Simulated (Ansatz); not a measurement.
# B: what a guessed cell relaxes into

The task: take a trial cell of B to zero force and stress.

Method: DFT PBE, scalar-relativistic, plane waves, PAW, in Ansatz 0.2.0.

### Step 1. The starting structure

It takes space group Fd-3m (No. 227, cubic). The conventional cell has a = 8.874 Å, b = 8.874 Å, c = 8.874 Å, α = 90.00°, β = 90.00°, γ = 90.00°. Around B (site symmetry 3m) lie 4 B at 1.62 to 1.86 Å.

Structure file:

```cif
data_structure
_symmetry_space_group_name_H-M 'P 1'
_symmetry_Int_Tables_number 1
_cell_length_a 6.2747
_cell_length_b 6.2747
_cell_length_c 6.2747
_cell_angle_alpha 60.000
_cell_angle_beta 60.000
_cell_angle_gamma 60.000
_cell_volume 174.69
loop_
_atom_site_label
_atom_site_type_symbol
_atom_site_fract_x
_atom_site_fract_y
_atom_site_fract_z
_atom_site_occupancy
B1 B 0.80625 0.06458 0.06458 1
B2 B 0.18542 0.18542 0.18542 1
B3 B 0.18542 0.18542 0.44375 1
B4 B 0.18542 0.44375 0.18542 1
B5 B 0.06458 0.80625 0.06458 1
B6 B 0.06458 0.06458 0.06458 1
B7 B 0.06458 0.06458 0.80625 1
B8 B 0.44375 0.18542 0.18542 1
```

A structure generator made this guess: 4-connected net of one element (Fd-3m, No. 227). Its size is a rough estimate.

### Step 2. Probe: one point on a coarse mesh

File input.yaml:

```yaml
crystal:
  lattice:
    - [0.0, 4.43686082, 4.43686082]
    - [4.43686082, 0.0, 4.43686082]
    - [4.43686082, 4.43686082, 0.0]
  atoms:
    - { symbol: B, position: [0.80625302, 0.06458233, 0.06458233] }
    - { symbol: B, position: [0.18541767, 0.18541767, 0.18541767] }
    - { symbol: B, position: [0.18541767, 0.18541767, 0.44374698] }
    - { symbol: B, position: [0.18541767, 0.44374698, 0.18541767] }
    - { symbol: B, position: [0.06458233, 0.80625302, 0.06458233] }
    - { symbol: B, position: [0.06458233, 0.06458233, 0.06458233] }
    - { symbol: B, position: [0.06458233, 0.06458233, 0.80625302] }
    - { symbol: B, position: [0.44374698, 0.18541767, 0.18541767] }
basis:
  ecutwfc: 420
kpoints:
  mp_grid: { grid: [4, 4, 4] }
hamiltonian:
  xc: pbe
scf:
  occupations: { method: gaussian, width: 0.1 }
  lower_state_search: "off"
output:
  forces: true
  stress: true
  eigenvalues: true
```

On the command line:

```sh
$ ansatz run input.yaml --threads 1 --pin off --max-ram 2560MiB --backend cpu --events-out ev --progress --plain --runs-dir out
```

Log, shortened:

```text
Warning: RAYON_NUM_THREADS=1 ignored (pool sized by the plan → 1); use --threads N
[...]
Pseudopotentials: kind: paw
Pseudopotential: B, paw, valence charge 3, recommended cutoff 420 eV (normal), B.paw.azcp
Functional definition: PBE
[...]
Crystal: 8 atoms, lattice volume = 174.686 Å³
Basis set: ecut = 420 eV, 3479 PW (Γ), exchange–correlation on 90×90×90 points (8 copies of the dense FFT grid, shifted against one another)
Bands: 20, of which v1, the nominal top of the filled ones, is band 12 counted from 1 (11 counted from 0)
Symmetry: 48 space group operations
Space group: Fd-3m (ITA 227), of the structure as read, at distance tolerance 5.6e-5 Å
k-points: 8 of 64
[...]
SCF iter   1: F=—  HF=-1238.492543 eV  |F-HF|=—  |Δ(HF+E_count)|=         —  Δρ=8.03e-3  dr2=6.99e-2  ethr=1.77e-3  ⟨swp⟩=7.5  Hψ=1043  notcnv=0
[...]
SCF iter   7: F=-1238.504463 eV  HF=-1238.504464 eV  |F-HF|=5.22e-9  |Δ(HF+E_count)|=   1.76e-7  Δρ=1.37e-6  dr2=6.90e-9  ethr=4.17e-10  ⟨swp⟩=11.1  Hψ=796  notcnv=0
[...]
SCF converged after 7 iterations
Free energy (F): -1238.504463 eV
[...]
E sigma→0 (E₀):  -1238.504254 eV
Entropy (-TS):   -0.000419 eV (-0.052 meV/atom)
Fermi energy:    -0.800815 eV
[...]
--- Forces (eV/Å), atoms counted from 1 ---
  atom   1  B      2.86769014    -2.86769014    -2.86769014
  atom   2  B     -2.86769014    -2.86769014    -2.86769014
  atom   3  B      2.86769014     2.86769014    -2.86769014
  atom   4  B      2.86769014    -2.86769014     2.86769014
  atom   5  B     -2.86769014     2.86769014    -2.86769014
  atom   6  B      2.86769014     2.86769014     2.86769014
  atom   7  B     -2.86769014    -2.86769014     2.86769014
  atom   8  B     -2.86769014     2.86769014     2.86769014
[...]
--- Stress (GPa, compression-positive) ---
        0.354445       0.000000       0.000000
        0.000000       0.354445      -0.000000
        0.000000       0.000000       0.354445
  P = ⅓ Tr σ = 0.3544 GPa (3.544 kbar)
--- Band table (eV; the first three rows and the last of 8) ---
  k-point 0: bands = ["-13.8390", "-13.4259", "-6.2055", "-6.2055", "-6.2055", "-5.2406", "-4.8094", "-4.8094", "-4.8094", "-0.9592", "-0.9592", "-0.9592", "-0.6538", "-0.6538", "2.8847", "2.8847", "4.5346", "5.0343"]
[...]
```

Run time: 9.2 s. Hardware: 1 thread of Intel Xeon at 2.50GHz (Skylake/Cascade Lake), shared host; peak memory 0.39 GiB.

Read-out: pressure 0.4 GPa, largest force 4.97 eV/Å, gap on this mesh 0.31 eV. A guess like this is first relaxed loosely on the coarse mesh.

### Step 3. Coarse relaxation

Edit input.yaml of step 2 so:

```diff
@@ -27 +27,6 @@
   eigenvalues: true
+relax:
+  adjacent_minimum: "off"
+  f_tol: 0.04
+  max_steps: 70
+  cell: { stress_tol: 0.4 }
```

On the command line:

```sh
$ ansatz run input.yaml --threads 1 --pin off --max-ram 2560MiB --backend cpu --events-out ev --progress --plain --runs-dir out
```

Log:

```text
Warning: RAYON_NUM_THREADS=1 ignored (pool sized by the plan → 1); use --threads N
Engine: ansatz 0.2.0, x86_64-unknown-linux-gnu
[... 3 set-up lines as earlier in the session ...]
  parameter kappa = 0.804
  parameter beta = 0.06672455060314922
  exchange = pbe_x(kappa = kappa, mu = beta*pi^2/3)
  correlation = pbe_c(beta = beta)
Crystal: 8 atoms, lattice volume = 174.686 Å³
Basis set: ecut = 420 eV, 3479 PW (Γ), exchange–correlation on 90×90×90 points (8 copies of the dense FFT grid, shifted against one another)
Bands: 20, of which v1, the nominal top of the filled ones, is band 12 counted from 1 (11 counted from 0)
[... 2 set-up lines as earlier in the session ...]
k-points: 8 of 64
Non-local potential: B, projectors of the file, l = 0: 2, l = 1: 2, l = 2: 1
PAW form: soft (Blöchl's): semilocal exchange-correlation on the pseudo side does not see the compensation charge
PAW one-centre angular grid: B, 110 points (default); XC on 64 Gauss nodes
Initial density: superposition of atomic densities (neutral atoms: chi_scale 0, normalization atom), corrected by the library's trained network
Initial wavefunctions: pseudopotential atomic-orbital guess
Functional: x = pbe(κ = 0.804, μ = 0.2195149727645171), c = pbe(β = 0.06672455060314922)
SCF iter   1: F=—  HF=-1238.492526 eV  |F-HF|=—  |Δ(HF+E_count)|=         —  Δρ=8.03e-3  dr2=6.99e-2  ethr=1.77e-3  ⟨swp⟩=7.5  Hψ=1043  notcnv=0
preconditioner: auto → none  [insulator: Δε(μ)=0.319 eV  Ē_g=9.255 eV  σ=0.100 eV  W_gap=0.98  n_scr=14 (ndim 8)  ℏωp=13.8 eV  f_vac=0.333  D(μ)=0.07/eV (n_scr^D=0)  ε∞_Penn≈3.2]
SCF iter   2: F=—  HF=-1238.499941 eV  |F-HF|=—  |Δ(HF+E_count)|=   7.41e-3  Δρ=3.87e-3  dr2=1.63e-2  ethr=2.91e-4  ⟨swp⟩=1.2  Hψ=226  notcnv=0  defer=15
SCF iter   3: F=—  HF=-1238.504512 eV  |F-HF|=—  |Δ(HF+E_count)|=   4.57e-3  Δρ=2.82e-4  dr2=2.68e-4  ethr=6.80e-5  ⟨swp⟩=2.2  Hψ=207  notcnv=0  defer=15
SCF iter   4: F=—  HF=-1238.504437 eV  |F-HF|=—  |Δ(HF+E_count)|=   7.45e-5  Δρ=9.33e-5  dr2=2.62e-5  ethr=1.12e-6  ⟨swp⟩=2.0  Hψ=228  notcnv=0  defer=15
SCF iter   5: F=—  HF=-1238.504465 eV  |F-HF|=—  |Δ(HF+E_count)|=   2.79e-5  Δρ=4.12e-5  dr2=5.22e-6  ethr=1.09e-7  ⟨swp⟩=2.9  Hψ=224  notcnv=0  defer=17
SCF iter   6: F=—  HF=-1238.504464 eV  |F-HF|=—  |Δ(HF+E_count)|=   1.43e-6  Δρ=1.18e-5  dr2=4.69e-7  ethr=2.18e-8  ⟨swp⟩=2.8  Hψ=234  notcnv=0  defer=17
SCF iter   7: F=-1238.504463 eV  HF=-1238.504464 eV  |F-HF|=4.72e-9  |Δ(HF+E_count)|=   1.70e-7  Δρ=1.31e-6  dr2=6.27e-9  ethr=4.17e-10  ⟨swp⟩=11.5  Hψ=960  notcnv=0
SCF 1 converged in 7 iterations: F = -1238.504463 eV  dr2 = 6.27e-9
relax step   1: F+E_penalty+E_count = -1238.50446350 eV  Δ(F+E_penalty+E_count) = +0.000e0 eV  max|allowed force component| = 2.868e0 eV/Å  Δτ_max = 0.0000 Å  P = +0.354 GPa  Ω = 174.686 Å³  (7 SCF iters, dr2 threshold 1.00e-7 eV, accepted)
Crystal: 8 atoms, lattice volume = 158.509 Å³
Basis set: ecut = 420 eV, 3119 PW (Γ), exchange–correlation on 90×90×90 points (8 copies of the dense FFT grid, shifted against one another)
Initial density: handed on by an earlier stage of this run
Initial wavefunctions: those handed on with the density
iter 1 solved again at ethr=1.01e-3 eV; its pass at ethr=3.10e-3 eV (dr2=2.43e-1 eV) is discarded
SCF iter   1: F=—  HF=-1240.125520 eV  |F-HF|=—  |Δ(HF+E_count)|=         —  Δρ=1.24e-2  dr2=2.47e-1  ethr=1.01e-3  ⟨swp⟩=1.4  Hψ=1090  notcnv=0
preconditioner: auto → none  [insulator: Δε(μ)=0.120 eV  Ē_g=9.505 eV  σ=0.100 eV  W_gap=0.54  n_scr=14 (ndim 8)  ℏωp=14.4 eV  f_vac=0.270  D(μ)=0.64/eV (n_scr^D=0)  ε∞_Penn≈3.3]
SCF iter   2: F=—  HF=-1240.037343 eV  |F-HF|=—  |Δ(HF+E_count)|=   8.82e-2  Δρ=4.25e-3  dr2=2.48e-2  ethr=1.01e-3  ⟨swp⟩=3.2  Hψ=306  notcnv=0
SCF iter   3: F=—  HF=-1240.029877 eV  |F-HF|=—  |Δ(HF+E_count)|=   7.47e-3  Δρ=5.37e-4  dr2=1.77e-4  ethr=1.03e-4  ⟨swp⟩=2.0  Hψ=276  notcnv=0
SCF iter   4: F=—  HF=-1240.030039 eV  |F-HF|=—  |Δ(HF+E_count)|=   1.62e-4  Δρ=1.00e-4  dr2=2.13e-5  ethr=7.36e-7  ⟨swp⟩=2.0  Hψ=258  notcnv=0
SCF iter   5: F=-1240.030035 eV  HF=-1240.030034 eV  |F-HF|=1.10e-7  |Δ(HF+E_count)|=   4.72e-6  Δρ=1.83e-5  dr2=1.90e-7  ethr=3.33e-9  ⟨swp⟩=7.9  Hψ=982  notcnv=0
the search or the solves at the SCF's close seem to have found levels that the self-consistency loop had missed (the run counts 1). By its estimate they hold under 1e-12 electrons; where the run keeps them, the occupations were computed again with them
SCF 2 converged in 5 iterations: F = -1240.030035 eV  dr2 = 1.90e-7
relax step   2: F+E_penalty+E_count = -1240.03003453 eV  Δ(F+E_penalty+E_count) = -1.526e0 eV  max|allowed force component| = 1.495e0 eV/Å  Δτ_max = 0.0527 Å  P = +1.760 GPa  Ω = 158.509 Å³  energy of the carried Pulay correction = +1.231e-2 eV  (5 SCF iters, dr2 threshold 8.00e-7 eV, accepted)
Crystal: 8 atoms, lattice volume = 159.520 Å³
iter 1 solved again at ethr=1.14e-3 eV; its pass at ethr=3.10e-3 eV (dr2=2.73e-1 eV) is discarded
SCF iter   1: F=—  HF=-1240.481980 eV  |F-HF|=—  |Δ(HF+E_count)|=         —  Δρ=1.05e-2  dr2=2.71e-1  ethr=1.14e-3  ⟨swp⟩=1.2  Hψ=1012  notcnv=0
preconditioner: auto → none  [insulator: Δε(μ)=0.349 eV  Ē_g=9.135 eV  σ=0.100 eV  W_gap=0.83  n_scr=14 (ndim 8)  ℏωp=14.4 eV  f_vac=0.297  D(μ)=0.66/eV (n_scr^D=0)  ε∞_Penn≈3.5]
SCF iter   2: F=—  HF=-1240.377018 eV  |F-HF|=—  |Δ(HF+E_count)|=   1.05e-1  Δρ=2.19e-3  dr2=3.53e-3  ethr=1.13e-3  ⟨swp⟩=2.5  Hψ=331  notcnv=0
SCF iter   3: F=—  HF=-1240.376954 eV  |F-HF|=—  |Δ(HF+E_count)|=   6.36e-5  Δρ=9.60e-4  dr2=5.24e-4  ethr=1.47e-5  ⟨swp⟩=2.1  Hψ=250  notcnv=0
SCF iter   4: F=—  HF=-1240.377207 eV  |F-HF|=—  |Δ(HF+E_count)|=   2.53e-4  Δρ=9.77e-5  dr2=6.83e-6  ethr=2.18e-6  ⟨swp⟩=2.0  Hψ=238  notcnv=0
SCF iter   5: F=-1240.377210 eV  HF=-1240.377210 eV  |F-HF|=6.80e-9  |Δ(HF+E_count)|=   3.71e-6  Δρ=8.73e-6  dr2=6.99e-8  ethr=3.33e-9  ⟨swp⟩=8.1  Hψ=835  notcnv=0
SCF 3 converged in 5 iterations: F = -1240.377210 eV  dr2 = 6.99e-8
relax step   3: F+E_penalty+E_count = -1240.37721038 eV  Δ(F+E_penalty+E_count) = -3.472e-1 eV  max|allowed force component| = 3.775e-3 eV/Å  Δτ_max = 0.0347 Å  P = -0.797 GPa  Ω = 159.520 Å³  energy of the carried Pulay correction = +1.151e-2 eV  (5 SCF iters, dr2 threshold 8.00e-7 eV, accepted)
Crystal: 8 atoms, lattice volume = 156.607 Å³
iter 1 solved again at ethr=5.41e-5 eV; its pass at ethr=3.10e-3 eV (dr2=1.30e-2 eV) is discarded
SCF iter   1: F=—  HF=-1240.388011 eV  |F-HF|=—  |Δ(HF+E_count)|=         —  Δρ=2.10e-3  dr2=1.24e-2  ethr=5.41e-5  ⟨swp⟩=1.0  Hψ=833  notcnv=0
preconditioner: auto → none  [insulator: Δε(μ)=0.374 eV  Ē_g=9.329 eV  σ=0.100 eV  W_gap=0.84  n_scr=14 (ndim 8)  ℏωp=14.5 eV  f_vac=0.284  D(μ)=0.69/eV (n_scr^D=0)  ε∞_Penn≈3.4]
SCF iter   2: F=—  HF=-1240.382951 eV  |F-HF|=—  |Δ(HF+E_count)|=   5.06e-3  Δρ=5.25e-4  dr2=5.31e-4  ethr=5.16e-5  ⟨swp⟩=2.9  Hψ=263  notcnv=0
SCF iter   3: F=—  HF=-1240.382747 eV  |F-HF|=—  |Δ(HF+E_count)|=   2.04e-4  Δρ=9.93e-5  dr2=1.39e-5  ethr=2.21e-6  ⟨swp⟩=2.2  Hψ=241  notcnv=0
SCF iter   4: F=-1240.382743 eV  HF=-1240.382743 eV  |F-HF|=3.85e-8  |Δ(HF+E_count)|=   4.39e-6  Δρ=2.93e-5  dr2=6.77e-7  ethr=3.33e-9  ⟨swp⟩=8.8  Hψ=878  notcnv=0
SCF 4 converged in 4 iterations: F = -1240.382743 eV  dr2 = 6.77e-7
relax step   4: F+E_penalty+E_count = -1240.38274263 eV  Δ(F+E_penalty+E_count) = -5.532e-3 eV  max|allowed force component| = 3.526e-2 eV/Å  Δτ_max = 0.0022 Å  P = +0.413 GPa  Ω = 156.607 Å³  energy of the carried Pulay correction = +1.384e-2 eV  (4 SCF iters, dr2 threshold 8.00e-7 eV, accepted)
Crystal: 8 atoms, lattice volume = 157.607 Å³
iter 1 solved again at ethr=6.12e-6 eV; its pass at ethr=3.10e-3 eV (dr2=1.47e-3 eV) is discarded
SCF iter   1: F=—  HF=-1240.384100 eV  |F-HF|=—  |Δ(HF+E_count)|=         —  Δρ=7.50e-4  dr2=1.39e-3  ethr=6.12e-6  ⟨swp⟩=1.1  Hψ=794  notcnv=0
preconditioner: auto → none  [insulator: Δε(μ)=0.373 eV  Ē_g=9.264 eV  σ=0.100 eV  W_gap=0.84  n_scr=14 (ndim 8)  ℏωp=14.5 eV  f_vac=0.292  D(μ)=0.68/eV (n_scr^D=0)  ε∞_Penn≈3.4]
SCF iter   2: F=—  HF=-1240.383531 eV  |F-HF|=—  |Δ(HF+E_count)|=   5.69e-4  Δρ=2.04e-4  dr2=7.61e-5  ethr=5.80e-6  ⟨swp⟩=2.5  Hψ=257  notcnv=0
SCF iter   3: F=—  HF=-1240.383527 eV  |F-HF|=—  |Δ(HF+E_count)|=   3.55e-6  Δρ=3.01e-5  dr2=1.21e-6  ethr=3.17e-7  ⟨swp⟩=2.1  Hψ=239  notcnv=0
SCF iter   4: F=-1240.383527 eV  HF=-1240.383527 eV  |F-HF|=7.06e-10  |Δ(HF+E_count)|=   3.65e-7  Δρ=9.87e-6  dr2=7.06e-8  ethr=1.78e-9  ⟨swp⟩=7.4  Hψ=790  notcnv=0
SCF 5 converged in 4 iterations: F = -1240.383527 eV  dr2 = 7.06e-8
relax step   5: F+E_penalty+E_count = -1240.38352707 eV  Δ(F+E_penalty+E_count) = -7.844e-4 eV  max|allowed force component| = 3.254e-4 eV/Å  Δτ_max = 0.0012 Å  P = +0.006 GPa  Ω = 157.607 Å³  energy of the carried Pulay correction = +1.303e-2 eV  (4 SCF iters, dr2 threshold 4.27e-7 eV, accepted)
Initial wavefunctions: pseudopotential atomic-orbital guess (no wavefunctions were taken with the density)
iter 1 solved again at ethr=6.87e-7 eV; its pass at ethr=3.10e-3 eV (dr2=1.65e-4 eV) is discarded
SCF iter   1: F=—  HF=-1240.374757 eV  |F-HF|=—  |Δ(HF+E_count)|=         —  Δρ=1.60e-4  dr2=3.92e-6  ethr=6.87e-7  ⟨swp⟩=3.2  Hψ=1429  notcnv=0
preconditioner: auto → none  [insulator: Δε(μ)=0.373 eV  Ē_g=9.274 eV  σ=0.100 eV  W_gap=0.84  n_scr=14 (ndim 8)  ℏωp=14.5 eV  f_vac=0.289  D(μ)=0.69/eV (n_scr^D=0)  ε∞_Penn≈3.4]
SCF iter   2: F=—  HF=-1240.374816 eV  |F-HF|=—  |Δ(HF+E_count)|=   5.90e-5  Δρ=8.17e-5  dr2=1.03e-6  ethr=1.63e-8  ⟨swp⟩=2.2  Hψ=252  notcnv=0
SCF iter   3: F=—  HF=-1240.374825 eV  |F-HF|=—  |Δ(HF+E_count)|=   8.98e-6  Δρ=5.23e-6  dr2=5.92e-8  ethr=4.30e-9  ⟨swp⟩=2.0  Hψ=256  notcnv=0
SCF iter   4: F=-1240.374825 eV  HF=-1240.374825 eV  |F-HF|=3.09e-10  |Δ(HF+E_count)|=   7.87e-9  Δρ=7.39e-7  dr2=2.98e-10  ethr=2.13e-11  ⟨swp⟩=6.1  Hψ=930  notcnv=0
SCF 6 converged in 4 iterations: F = -1240.374825 eV  dr2 = 2.98e-10
relax step   6: F+E_penalty+E_count = -1240.37482543 eV  Δ(F+E_penalty+E_count) = +8.702e-3 eV  max|allowed force component| = 1.214e-3 eV/Å  Δτ_max = 0.0000 Å  P = -0.069 GPa  Ω = 157.607 Å³  stress off target by 6.90e-2 GPa  SCF on the basis re-selected at this cell (its energy is not comparable with the rows above)  (4 SCF iters)
basis re-selected at this cell: Δ(F+E_penalty+E_count) = +8.702e-3 eV, ΔP = -0.075 GPa vs the last step (what re-selecting the basis moved, of the pressure what is left beyond the Pulay correction that the steps carried, after the strain that the cell walked since its last selection, with what the two solves' SCF thresholds leave and, on support functions, any second-order correction that the steps lacked; it is no measure of the basis error at this ecutwfc). This SCF's stress stands 6.90e-2 GPa from its target on what of the cell is left free (relax.cell.stress_tol is 4.00e-1 GPa) and its largest allowed force component is 1.21e-3 eV/Å (relax.f_tol is 4.00e-2 eV/Å): within both
SCF converged after 4 iterations
Free energy (F): -1240.374825 eV
Harris-Foulkes:  -1240.374825 eV  (|F-HF|=3.09e-10)
Internal energy: -1240.371396 eV  (E = F + TS)
E sigma→0 (E₀):  -1240.373111 eV
Entropy (-TS):   -0.003429 eV (-0.429 meV/atom)
Fermi energy:    -0.375784 eV
--- Per-component energies (eV) ---
  E_band       = -128.306224
  E_kinetic    = 372.692911
  E_local      = -990.365465  (includes V_loc(G=0)·N_el)
  E_nonlocal   = 100.120564
  E_hartree    = 351.584671
  E_xc         = -247.782680
  E_vxc        = -292.023100  (∫ρ·V_xc dr)
  E_paw        = -629.300696  (= ΣΔE_a)
  E_vpaw       = -21.900583  (= ΣTr[D̂ρ^β])
  E_aug_tail   = -0.000021  (compensation charges beyond the density's cutoff)
  E_ewald      = -197.320681
  E_smearing   = -0.003429  (= −TS)
  E_closure    = 0.000000  (closes the sum)
  Σ components = -1240.374825   (vs F -1240.374825, Δ=0.00e0)
--- Forces (eV/Å), atoms counted from 1 ---
  atom   1  B      0.00121419    -0.00121419    -0.00121419
  atom   2  B     -0.00121419    -0.00121419    -0.00121419
  atom   3  B      0.00121419     0.00121419    -0.00121419
  atom   4  B      0.00121419    -0.00121419     0.00121419
  atom   5  B     -0.00121419     0.00121419    -0.00121419
  atom   6  B      0.00121419     0.00121419     0.00121419
  atom   7  B     -0.00121419    -0.00121419     0.00121419
  atom   8  B     -0.00121419     0.00121419     0.00121419
  max |Σ_I F_I| component: 1.30e-17 eV/Å
--- Stress (GPa, compression-positive) ---
       -0.068984      -0.000000       0.000000
       -0.000000      -0.068984      -0.000000
        0.000000      -0.000000      -0.068984
  P = ⅓ Tr σ = -0.0690 GPa (-0.690 kbar)
--- Band table (eV; the first three rows and the last of 8) ---
  k-point 0: bands = ["-12.7350", "-11.9760", "-6.3529", "-6.3529", "-6.3529", "-5.2393", "-4.1840", "-4.1840", "-4.1840", "-0.6788", "-0.6788", "-0.2126", "-0.2126", "-0.2126", "4.1624", "4.1624", "4.8979", "5.8197", "5.8197", "5.8197"]
  k-point 1: bands = ["-12.6601", "-12.0619", "-6.4442", "-6.4393", "-6.4393", "-5.4542", "-3.9202", "-3.9202", "-3.4886", "-1.0612", "-1.0612", "-0.7634", "0.0634", "0.0634", "3.2461", "3.2461", "5.0856", "5.8383", "6.8435", "6.8435"]
  k-point 2: bands = ["-12.5540", "-12.1791", "-6.5446", "-6.5148", "-6.5148", "-5.5397", "-3.6327", "-3.6327", "-2.5592", "-1.6602", "-1.3412", "-1.3412", "0.1865", "0.1865", "2.7010", "2.7010", "5.4760", "5.8571", "6.3429", "7.4309"]
  k-point 7: bands = ["-12.3700", "-12.3700", "-6.7045", "-6.7045", "-5.9930", "-5.9930", "-2.9221", "-2.9221", "-2.3380", "-2.3380", "-1.9308", "-1.9308", "1.0248", "1.0248", "1.5718", "1.5718", "6.4452", "6.4452", "6.8424", "6.8424"]
--- Relaxed structure (5 steps of the walk, 5 accepted, 1 SCFs on fresh bases) ---
  F+E_penalty+E_count = -1240.37482543 eV   max|allowed force component| = 1.214e-3 eV/Å   (the final SCF, on the basis selected at the relaxed cell)
  cell:  # Å, volume = 157.6070 Å³
    - [1.0222587287610497e-33, 4.287279537970049, 4.287279537970049]
    - [4.287279537970049, 4.054005659011182e-33, 4.287279537970049]
    - [4.287279537970049, 4.287279537970049, -7.643058049343406e-35]
  atoms:
    - { symbol: B, position: [0.789012916755651, 0.07032902774811634, 0.07032902774811634] }
    - { symbol: B, position: [0.1796709722518837, 0.17967097225188364, 0.17967097225188366] }
    - { symbol: B, position: [0.17967097225188366, 0.17967097225188366, 0.4609870832443492] }
    - { symbol: B, position: [0.17967097225188366, 0.4609870832443492, 0.17967097225188366] }
    - { symbol: B, position: [0.07032902774811634, 0.789012916755651, 0.07032902774811634] }
    - { symbol: B, position: [0.07032902774811634, 0.07032902774811634, 0.07032902774811634] }
    - { symbol: B, position: [0.07032902774811634, 0.07032902774811634, 0.789012916755651] }
    - { symbol: B, position: [0.4609870832443492, 0.1796709722518837, 0.17967097225188366] }
```

Run time: 42 s. Hardware: 1 thread of Intel Xeon at 2.50GHz (Skylake/Cascade Lake), shared host; peak memory 0.41 GiB.

The steps of the relaxation:

| step | E - E(step 1) (eV/cell) | largest force component (eV/Å) | pressure (GPa) | volume (Å³) |
| --- | --- | --- | --- | --- |
| 1 | 0.0000 | 2.8677 | 0.35 | 174.69 |
| 2 | -1.5256 | 1.4954 | 1.76 | 158.51 |
| 3 | -1.8727 | 0.0038 | -0.80 | 159.52 |
| 4 | -1.8783 | 0.0353 | 0.41 | 156.61 |
| 5 | -1.8791 | 0.0003 | 0.01 | 157.61 |
| 6 | -1.8704 | 0.0012 | -0.07 | 157.61 |

Step 1 is the start. Step 6 repeats the geometry before it on a plane-wave basis chosen anew for that cell, so its energy need not be comparable with the rows above.

Lengths and angles in the start's conventional setting:

|  | before | after | change |
| --- | --- | --- | --- |
| a (Å) | 8.874 | 8.575 | -3.4 % |
| b (Å) | 8.874 | 8.575 | -3.4 % |
| c (Å) | 8.874 | 8.575 | -3.4 % |
| volume (Å³/atom) | 21.84 | 19.70 | -9.8 % |
| shortest distance (Å) | 1.621 | 1.624 | +0.2 % |
| space group (0.01 Å) | Fd-3m | Fd-3m | same |

The run keeps the 48 symmetry operations of the start, so it could not have lowered the symmetry.

(Part 1 of 2 ends here.)
